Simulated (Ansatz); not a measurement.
Take BeO in the wurtzite structure (space group P6_3mc, No. 186) as the base.

```yaml
crystal:
  lattice:
    - [2.71181, 0.00000, 0.00000]
    - [-1.35591, 2.34850, 0.00000]
    - [0.00000, 0.00000, 4.40456]
  atoms:
    - { symbol: Be, position: [0.66667, 0.33333, 0.00149] }
    - { symbol: Be, position: [0.33333, 0.66667, 0.50149] }
    - { symbol: O, position: [0.66667, 0.33333, 0.62371] }
    - { symbol: O, position: [0.33333, 0.66667, 0.12371] }
```

Cartesian axes are those of the cell as printed.

The values are results of plane-wave PAW DFT at the PBE level (Ansatz, a first-principles code, 420 eV), no SOC, not measurements.

Now apply this change: uniaxial strain ε_yy = +0.87 %, all other strain components held at zero, atoms relaxed at fixed cell.

Problem. Predict the stress tensor and what it implies for the stiffness.

Solution. Stress of the strained cell less that of the base (GPa, compression positive):
```
  -0.97    0.00    0.00
   0.00   -3.66    0.00
   0.00    0.00   -0.70
```

Then −Δσ_ii/ε with ε = 0.0087 gives relaxed-ion elastic constants: C22 ≈ 421 GPa, C12 ≈ 112 GPa and C23 ≈ 81 GPa.

No phonon test of stability was made.
